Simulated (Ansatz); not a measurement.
Runs of Ansatz 0.2.0 on Mg. It takes space group P6_3/mmc (No. 194, hexagonal). Conventional cell: a = 3.209 Å, b = 3.209 Å, c = 5.210 Å, α = 90.00°, β = 90.00°, γ = 120.00°. Mg (site symmetry -6m2) is surrounded by 12 Mg at 3.20 to 3.21 Å. 

```csv
task,level,k mesh,cutoff (eV),atoms under strain,q mesh,points for each segment of the path,gap on the mesh (eV),V0 of scaled cells (Å³/atom),B0 (GPa)
elastic constants,PBEsol,8 × 8 × 6,420,clamped,-,-,none,-,-
phonons,PBEsol,8 × 8 × 6,420,-,2 × 2 × 2,8,none,-,-
equation of state,r2SCAN,10 × 10 × 5,500,-,-,-,-,(a),39
equation of state,PBE,10 × 10 × 5,420,-,-,-,-,22.99,35
```

Alike in all rows: potentials or basis Ansatz PAW; no spin polarisation; cell as given; smearing fermi-dirac 0.05 eV.

Q: Fill in the values left out.

A: (a) 22.60.

Caveats: the PAW data sets come from PBE, with cores solved anew for the run's functional, which leaves a small shift of forces and pressure (some runs); the cell was scaled at fixed shape and fractional positions, which overstates the stiffness of a crystal with free parameters, most of all of layers and chains (some runs); elastic constants of metals need much finer meshes, so these are rough (some runs); the PAW data sets were made with another functional, which shifts forces and pressure a little (some runs).

A gap of «none» marks a metal or a gap under the smearing width.
